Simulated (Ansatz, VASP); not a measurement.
# W: VASP beside Ansatz

```
CELL_PARAMETERS angstrom
-1.59160 1.59160 1.59160
1.59160 -1.59160 1.59160
1.59160 1.59160 -1.59160
ATOMIC_POSITIONS crystal
W 0.00000 0.00000 0.00000
```

Alike in both runs: task single point; functional PBE; k mesh 19 × 19 × 19; occupations fermi-dirac, width 0.05 eV; no spin polarisation.

|  | VASP | Ansatz |
| --- | --- | --- |
| version | VASP 6.6.1 | Ansatz 0.2.0 |
| potentials or method | VASP PAW PBE potentials, release 64 (W_sv), cutoff 520 eV | all-electron LAPW, scalar-relativistic |

|  | VASP | Ansatz | Ansatz less VASP |
| --- | --- | --- | --- |
| pressure (GPa) | 0.5 | 0.1 | -0.42 |

Ansatz ran all-electron here, so the differences hold the error of VASP's frozen core and of both bases.

Spin-orbit coupling is left out, which matters for the levels of W.
